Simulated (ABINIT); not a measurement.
# Ti (Im-3m) in ABINIT: settings compared, part 3 of 3

ABINIT 10.8.3 (patched build).

## 5. Single point, r2SCAN

run.abi reads:

```
# Pseudopotentials
pp_dirpath "./"
pseudos "Ti.GGA_PBE-JTH.xml"

# Structure
acell 3*1.0 Angstrom
rprim
    -1.6410000000     1.6410000000     1.6410000000
     1.6410000000    -1.6410000000     1.6410000000
     1.6410000000     1.6410000000    -1.6410000000
ntypat 1
znucl 22
natom 1
typat 1
xred
     0.0000000000     0.0000000000     0.0000000000

# Plane-wave basis
ecut 489.804952 eV
pawecutdg 36.0

# k points
kptopt 1
ngkpt 7 7 7
nshiftk 1
shiftk 0.0 0.0 0.0

# Exchange and correlation
ixc -497498
usekden 1
pawxcdev 0

# Bands and occupations
nband 10
occopt 3
tsmear 0.00183747

# SCF cycle
nstep 100
tolvrs 1.0e-7

# Output
iomode 3
prtwf 0
prteig 0
prtebands 0
prtden 1
prtvha 1
prtvclmb 1
prtpot 1
```

Potentials or basis: JTH PAW PBE v2.0.

The run is started by

```bash
$ abinit run.abi > log 2>&1
```

run.abo:

```text
.Version 10.8.3 of ABINIT
 Symmetries : space group Im -3 m (#229); Bravais cI (body-center cubic)
================================================================================
 Values of the parameters that define the memory need of the present run
     intxc =       0    ionmov =       0      iscf =      17    lmnmax =      18
     lnmax =       6     mgfft =      24  mpssoang =       3    mqgrid =    3001
     natom =       1  nloc_mem =       2    nspden =       1   nspinor =       1
    nsppol =       1      nsym =      48    n1xccc =       1    ntypat =       1
    occopt =       3   xclevel =       2
       mpw =         444          nfft =       13824          nkpt =          20
 PAW method is used; the additional fine FFT grid is defined by:
   mgfftf=        30    nfftf =     27000
================================================================================
================================================================================

--------------------------------------------------------------------------------
------------- Echo of variables that govern the present computation ------------
--------------------------------------------------------------------------------
 -outvars: echo values of preprocessed input variables --------
            acell      1.8897261259E+00  1.8897261259E+00  1.8897261259E+00 Bohr
              amu      4.78800000E+01
             ecut      1.80000000E+01 Hartree
              ixc     -497498
         kptrlatt        7    0    0      0    7    0      0    0    7
          kptrlen      3.75981188E+01
            natom           1
            nband          10
            ngfft          24      24      24
          ngfftdg          30      30      30
             nkpt          20
            nstep         100
             nsym          48
           ntypat           1
           occopt           3
        pawecutdg      3.60000000E+01 Hartree
         pawxcdev           0
        prtebands           0
           prteig           0
          prtkden           1
           prtpot           1
         prtvclmb           1
           prtvha           1
            prtwf           0
            rprim     -1.6410000000E+00  1.6410000000E+00  1.6410000000E+00
                       1.6410000000E+00 -1.6410000000E+00  1.6410000000E+00
                       1.6410000000E+00  1.6410000000E+00 -1.6410000000E+00
          spgroup         229
           tolvrs      1.00000000E-07
           tsmear      1.83747000E-03 Hartree
            typat      1
          usekden           1
           useylm           1
            znucl       22.00000

================================================================================

 chkinp: Checking input parameters for consistency.

================================================================================
== DATASET  1 ==================================================================

--- !DatasetInfo
iteration_state: {dtset: 1, }
dimensions: {natom: 1, nkpt: 20, mband: 10, nsppol: 1, nspinor: 1, nspden: 1, mpw: 444, }
cutoff_energies: {ecut:  18.0, pawecutdg:  36.0, }
electrons: {nelect:   1.20000000E+01, charge:   0.00000000E+00, occopt:   3.00000000E+00, tsmear:   1.83747000E-03, }
meta: {optdriver: 0, ionmov: 0, optcell: 0, iscf: 17, paral_kgb: 0, }
...

 Real(R)+Recip(G) space primitive vectors, cartesian coordinates (Bohr,Bohr^-1):
 R(1)= -3.1010406  3.1010406  3.1010406  G(1)=  0.0000000  0.1612362  0.1612362
 R(2)=  3.1010406 -3.1010406  3.1010406  G(2)=  0.1612362  0.0000000  0.1612362
 R(3)=  3.1010406  3.1010406 -3.1010406  G(3)=  0.1612362  0.1612362  0.0000000
 Unit cell volume ucvol=  1.1928404E+02 bohr^3
 Angles (23,13,12)=  1.09471221E+02  1.09471221E+02  1.09471221E+02 degrees

 Coarse grid specifications (used for wave-functions):

 getcut: wavevector=  0.0000  0.0000  0.0000  ngfft=  24  24  24
         ecut(hartree)=     18.000   => boxcut(ratio)=   2.33960

 getcut : COMMENT -
[... 58 lines left out ...]

--- !ResultsGS
iteration_state: {dtset: 1, }
comment   : Summary of ground state results
lattice_vectors:
- [ -3.1010406,   3.1010406,   3.1010406, ]
- [  3.1010406,  -3.1010406,   3.1010406, ]
- [  3.1010406,   3.1010406,  -3.1010406, ]
lattice_lengths: [   5.37116,    5.37116,    5.37116, ]
lattice_angles: [109.471, 109.471, 109.471, ] # degrees, (23, 13, 12)
lattice_volume:   1.1928404E+02
convergence: {deltae:  3.064E-10, res2:  4.232E-10, residm:  1.243E-07, diffor: null, }
etotal    :  -5.51487130E+01
entropy   :   0.00000000E+00
fermie    :   2.68691736E-01
cartesian_stress_tensor: # hartree/bohr^3
- [  1.11505454E-04,   0.00000000E+00,   0.00000000E+00, ]
- [  0.00000000E+00,   1.11505454E-04,   0.00000000E+00, ]
- [  0.00000000E+00,   0.00000000E+00,   1.11505454E-04, ]
pressure_GPa:  -3.2806E+00
xred      :
- [  0.0000E+00,   0.0000E+00,   0.0000E+00, Ti]
cartesian_forces: # hartree/bohr
- [ -0.00000000E+00,  -0.00000000E+00,  -0.00000000E+00, ]
force_length_stats: {min:   0.00000000E+00, max:   0.00000000E+00, mean:   0.00000000E+00, }
...

 Integrated electronic density in atomic spheres:
 ------------------------------------------------
 Atom  Sphere_radius  Integrated_density
    1        2.30803         10.10209410

================================================================================

 ----iterations are completed or convergence reached----

 Mean square residual over all n,k,spin=   72.626E-11; max=  12.433E-08
 reduced coordinates (array xred) for    1 atoms
       0.000000000000      0.000000000000      0.000000000000
 rms dE/dt=  0.0000E+00; max dE/dt=  0.0000E+00; dE/dt below (all hartree)
    1       0.000000000000      0.000000000000      0.000000000000

 cartesian coordinates (angstrom) at end:
    1      0.00000000000000     0.00000000000000     0.00000000000000

 cartesian forces (hartree/bohr) at end:
    1     -0.00000000000000    -0.00000000000000    -0.00000000000000
 frms,max,avg= 0.0000000E+00 0.0000000E+00   0.000E+00  0.000E+00  0.000E+00 h/b

 cartesian forces (eV/Angstrom) at end:
    1     -0.00000000000000    -0.00000000000000    -0.00000000000000
 frms,max,avg= 0.0000000E+00 0.0000000E+00   0.000E+00  0.000E+00  0.000E+00 e/A
 length scales=  1.889726125908  1.889726125908  1.889726125908 bohr
              =  1.000000000000  1.000000000000  1.000000000000 angstroms
 Fermi (or HOMO) energy (hartree) =   0.26869   Average Vxc (hartree)=  -0.42831
 Eigenvalues (hartree) for nkpt=  20  k points:
 kpt#   1, nband= 10, wtk=  0.00292, kpt=  0.0000  0.0000  0.0000 (reduced coord)
  -1.90043   -0.97470   -0.97470   -0.97470    0.03616    0.30839    0.30839    0.30839
   0.37224    0.37224
      occupation numbers for kpt#   1
   2.00000    2.00000    2.00000    2.00000    2.00000    0.00000    0.00000    0.00000
   0.00000    0.00000
 prteigrs : prtvol=0 or 1, do not print more k-points.

--- !EnergyTerms
iteration_state     : {dtset: 1, }
comment             : Components of total free energy in Hartree
kinetic             :  7.70141342887111E+00
hartree             :  1.15173165724393E+01
xc                  : -3.00754762580052E+00
Ewald energy        : -4.22478845776220E+01
psp_core            :  2.56485596893871E+00
local_psp           : -3.47332636174316E+01
PAW spherical_terms :  3.05686962605838E+00
internal            : -5.51482402245466E+01
'-kT*entropy'       : -4.61943677238893E-04
total_energy        : -5.51487021682238E+01
total_energy_eV     : -1.50067263566411E+03
...

--- !EnergyTermsDC
iteration_state     : {dtset: 1, }
comment             : '"Double-counting" decomposition of free energy'
band_energy         : -8.85015034583826E+00
Ewald energy        : -4.22478845776220E+01
psp_core            :  2.56485596893871E+00
xc_dc               : -1.09445938967784E+01
PAW spherical_terms :  4.32952180628511E+00
internal            : -5.51482510450148E+01
'-kT*entropy'       : -4.61943677238893E-04
total_energy_dc     : -5.51487129886920E+01
total_energy_dc_eV  : -1.50067293010405E+03
...

--- !EnergyTermsWithPAWCore
iteration_state     : {dtset: 1, }
comment             : 'Components of total free energy, including PAW core contributions'
Total energy        : -8.53979147795213E+02
Total energy DC     : -8.53979158615681E+02
Total energy (eV)   : -2.32379564366692E+04
Total energy DC (eV): -2.32379567311092E+04
...

 Cartesian components of stress tensor (hartree/bohr^3)
  sigma(1 1)=  1.11505454E-04  sigma(3 2)=  0.00000000E+00
  sigma(2 2)=  1.11505454E-04  sigma(3 1)=  0.00000000E+00
  sigma(3 3)=  1.11505454E-04  sigma(2 1)=  0.00000000E+00

-Cartesian components of stress tensor (GPa)         [Pressure= -3.2806E+00 GPa]
- sigma(1 1)=  3.28060372E+00  sigma(3 2)=  0.00000000E+00
- sigma(2 2)=  3.28060372E+00  sigma(3 1)=  0.00000000E+00
- sigma(3 3)=  3.28060372E+00  sigma(2 1)=  0.00000000E+00

== END DATASET(S) ==============================================================
================================================================================

 -outvars: echo values of variables after computation  --------
            acell      1.8897261259E+00  1.8897261259E+00  1.8897261259E+00 Bohr
           etotal     -5.5148712989E+01
            fcart     -0.0000000000E+00 -0.0000000000E+00 -0.0000000000E+00
            rprim     -1.6410000000E+00  1.6410000000E+00  1.6410000000E+00
                       1.6410000000E+00 -1.6410000000E+00  1.6410000000E+00
                       1.6410000000E+00  1.6410000000E+00 -1.6410000000E+00
           strten      1.1150545402E-04  1.1150545402E-04  1.1150545402E-04
                       0.0000000000E+00  0.0000000000E+00  0.0000000000E+00
 Calculation completed.
```

It took 18 s on 1 thread of Arm Neoverse V1, shared host; peak memory 0.13 GiB.

Results:

- Free energy: -1500.6729 eV
- Pressure: -3.3 GPa
- Band gap on the k mesh: none (metal or under the smearing width)
- Valence electrons inside the program's atomic spheres: Ti 10.10 (radii [1.2214] Å)

Levels at points of the mesh, in eV from the Fermi level:
```csv
k point,band 4,band 5,band 6,band 7,band 8,band 9
"(0.00, 0.00, 0.00)",-33.83,-6.33,1.08,1.08,1.08,2.82
```

Caveat: the k mesh is coarse (spacing up to 0.39 Å⁻¹), so the values aren't converged; totals of a meta-GGA on PAW files have another zero than those of a GGA; the PAW data sets were made with another functional, which shifts forces and pressure a little.

## 6. Summary

| task | level | potentials or basis | U | cell | k mesh | cutoff (eV) | start of the occupation matrix | double counting (usepawu) | occupation projector (dmatpuopt) | SCF steps with the typed occupation matrix (usedmatpu) | most SCF steps | mesh quality | gap on the mesh (eV) | pressure (GPa) |
| --- | --- | --- | --- | --- | --- | --- | --- | --- | --- | --- | --- | --- | --- | --- |
| relaxation of cell and atoms | rSCAN+U | JTH PAW PBE v2.0 | Ti d U = 1 eV, J = 0.7 eV | relaxed from: volume scaled by 0.88 | 6 × 6 × 6 | 490 | random | 1 | 1 | 10 | 80 | coarse | none | 0.0 |
| single point | r2SCAN | JTH PAW PBE v2.0 | - | as given | 4 × 4 × 4 | 490 | - | - | - | - | - | coarse | none | -3.6 |
| single point | LDA | JTH PAW LDA v2.0 | - | as given | 9 × 9 × 9 | 408 | - | - | - | - | - | not flagged | none | -10.5 |
| single point | r2SCAN | JTH PAW PBE v2.0 | - | as given | 7 × 7 × 7 | 490 | - | - | - | - | - | coarse | none | -3.3 |

Alike in all rows: no spin polarisation; smearing fermi-dirac 0.05 eV.

Caveats: some runs use coarse meshes; totals of a meta-GGA on PAW files have another zero than those of a GGA (some runs); the PAW data sets were made with another functional, which shifts forces and pressure a little (some runs); U without spin polarisation on a metal has little footing (some runs); the U is typed as a test and isn't derived for this compound (some runs).

Absolute energies hang on the potentials; compare differences alone.
